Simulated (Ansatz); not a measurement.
Runs of Ansatz 0.2.0 on Se. It takes space group P3_121 (No. 152, trigonal). The conventional cell has a = 4.366 Å, b = 4.366 Å, c = 4.954 Å, α = 90.00°, β = 90.00°, γ = 120.00°. Se (site symmetry 2) has 2 Se at 2.37 Å as nearest neighbours. 

| task | level | spin | cell | k mesh | cutoff (eV) | smearing | points for each segment of the path | atoms under strain | mesh quality | gap on the mesh (eV) | pressure (GPa) | relaxed volume (Å³/atom) | largest force (eV/Å) |
| --- | --- | --- | --- | --- | --- | --- | --- | --- | --- | --- | --- | --- | --- |
| relaxation of cell and atoms | revPBE+D4 | off | relaxed | 7 × 7 × 6 | 420 | fermi-dirac 0.05 eV | - | - | not flagged | 0.89 | 0.0 | 23.34 | - |
| single point | PBE | off | as given | 7 × 7 × 6 | 420 | gaussian 0.015 eV | - | - | not flagged | 1.21 | 2.8 | - | 0.40 |
| band structure | r2SCAN | SOC, no magnetisation | as given | 5 × 5 × 5 | 500 | fermi-dirac 0.05 eV | 14 | - | not flagged | 1.44 | (c) | - | (b) |
| single point | PBE | off | as given | 7 × 7 × 6 | 420 | gaussian 0.011 eV | - | - | not flagged | 1.21 | 2.8 | - | 0.40 |
| single point | PBE | off | as given | 7 × 7 × 6 | 420 | gaussian 0.029 eV | - | - | not flagged | 1.21 | 2.8 | - | 0.40 |
| relaxation of cell and atoms | RPBE+D4 | off | relaxed | 7 × 7 × 6 | 420 | fermi-dirac 0.05 eV | - | - | not flagged | 0.87 | 0.0 | 22.89 | - |
| band structure | HSE06 | off | as given | 4 × 4 × 3 | 420 | fermi-dirac 0.05 eV | 4 | - | coarse | - | 0.7 | - | 0.17 |
| band structure | PBE | SOC, no magnetisation | as given | 5 × 5 × 5 | 420 | fermi-dirac 0.05 eV | 14 | - | not flagged | (a) | 2.9 | - | 0.41 |
| single point | PBE | off | as given | 7 × 7 × 6 | 420 | gaussian 0.014 eV | - | - | not flagged | 1.21 | 2.8 | - | 0.40 |
| relaxation of cell and atoms | PBE | off | relaxed | 7 × 7 × 6 | 420 | fermi-dirac 0.05 eV | - | - | not flagged | 1.20 | 0.0 | 29.77 | - |
| elastic constants | LDA | off | as given | 5 × 5 × 5 | 420 | fixed | - | relaxed | not flagged | 1.06 | -2.1 | - | - |
| single point | PBE | off | as given | 7 × 7 × 6 | 420 | gaussian 0.03 eV | - | - | not flagged | 1.21 | 2.8 | - | 0.40 |

Alike in all rows: potentials or basis Ansatz PAW.

Task: Estimate the missing entries.

Result: (a) 1.18; (b) 0.07; (c) 1.4.

Caveats: some runs use coarse meshes; odd divisions of the mesh miss points on the zone boundary, where band edges often lie, so the gap on the mesh can be too wide (some runs); the PAW data sets come from PBE, with cores solved anew for the run's functional, which leaves a small shift of forces and pressure (some runs); the plane-wave basis is chosen anew once the cell has moved, so the energies of steps on either side of that aren't comparable (some runs); the k mesh misses the band edges, so the gap on the mesh is wider than the one along the path (some runs); the volume moved by -14 % from the deposited cell, more than functionals usually miss (some runs); the volume moved by over 15 % at a fixed basis, so the end points are rough (some runs); the volume moved by -16 % from the deposited cell, more than functionals usually miss (some runs).

A k mesh can miss the band edges, and rows without SOC leave out spin-orbit coupling on Se.
